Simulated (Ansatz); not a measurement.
Density of states of GeTe (R3m) above the conduction band minimum, r2SCAN with spin-orbit coupling, rigid bands (Ansatz, a first-principles code); cell volume 56.1 Å³.

| energy from edge (eV) | 10⁻³ states/eV/cell |
|---|---|
| 0.006 | 24.2 |
| 0.031 | 33.7 |
| 0.056 | 49.7 |
| 0.081 | 63.2 |
| 0.106 | 76.5 |
| 0.131 | 90.3 |
| 0.156 | 106 |
| 0.181 | 123 |
| 0.206 | 143 |
| 0.231 | 174 |
| 0.256 | 241 |
| 0.281 | 284 |
| 0.319 | 363 |
| 0.344 | 474 |
| 0.369 | 603 |
| 0.394 | 688 |
| 0.419 | 777 |
| 0.444 | 877 |
| 0.469 | 1010 |
| 0.494 | 1180 |
| 0.519 | 1300 |
| 0.544 | 1410 |
| 0.569 | 1530 |
| 0.594 | 1700 |

What effective density of states at 300 K does this give (∫ g(E) exp(−E/k_BT) dE, both spins, divided by the cell's size)?

1.5e19 cm⁻³, a density-of-states mass of 0.72 mₑ, valleys and band degeneracy included.

Geometry: cell and atoms relaxed with r2SCAN.
